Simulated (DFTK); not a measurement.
Crystal: Ir.

```xyz
1
Lattice="0.0000 1.9156 1.9156 1.9156 0.0000 1.9156 1.9156 1.9156 0.0000" Properties=species:S:1:pos:R:3 pbc="T T T"
Ir    0.0000    0.0000    0.0000
```

Base run:

| Property | Result |
| --- | --- |
| Program | DFTK 0.8.2 |
| Functional | PBE |
| Potentials or basis | SG15 1.2 (PBE) |
| Cutoff | 952 eV |
| k mesh | 12 × 12 × 12 |
| Occupations | fermi-dirac, width 0.05 eV |
| Spin | no spin polarisation |

Its results: band gap on the k mesh none (metal or under the smearing width); pressure 10.5 GPa.

Question: The run is repeated on the same cell with these changes: functional from PBE to PBEsol. What comes out?

Answer: Band gap on the k mesh none (metal or under the smearing width); pressure -0.3 GPa.

PBEsol binds more tightly than PBE, so the same cell stands under less pressure.

Caveats: the potentials were made for another functional, which shifts forces and pressure (some runs).

Not every run made on this cell is shown here.
